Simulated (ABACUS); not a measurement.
A run of ABACUS 3.10.1:

The input INPUT:

```
INPUT_PARAMETERS
suffix              Au
calculation         scf
basis_type          pw
pseudo_dir          ./
symmetry            1
dft_functional      pbe
ecutwfc             76
pseudo_rcut         10
nspin               1
nbands              14
ks_solver           dav
smearing_method     fd
smearing_sigma      0.00367493
scf_thr             1e-08
scf_nmax            100
mixing_type         broyden
mixing_beta         0.7
cal_force           1
cal_stress          1
out_chg             1
out_pot             2
out_elf             1
```

File STRU:

```
ATOMIC_SPECIES
Au 196.9666 Au.upf

LATTICE_CONSTANT
1.8897261246

LATTICE_VECTORS
-1.6672400000 1.6108460000 1.6646960000
1.6037350000 -1.6356840000 1.6260290000
1.7364330000 1.7048780000 -1.6895340000

ATOMIC_POSITIONS
Direct

Au
0.0
1
-0.0098820000 -0.0170920000 -0.0213010000 1 1 1
```

Contents of KPT:

```
K_POINTS
0
Gamma
11 11 11 0 0 0
```

Potentials or basis: PseudoDojo NC SR 0.4.1 PBE standard, plane waves.

Launch:

```console
$ OMP_NUM_THREADS=1 mpirun -np 4 abacus > log
```

Hardware: 4 MPI ranks on Intel(R) Xeon(R) Platinum 8488C (Sapphire Rapids), on a shared host.

Question: How long does it take, and how much memory?

Answer: Wall time 55 s on 4 MPI ranks on Intel(R) Xeon(R) Platinum 8488C (Sapphire Rapids), with other jobs on the host, peak memory 0.44 GiB a rank. Counts: scf iterations 6, k points 666, bands 14, ranks 4.
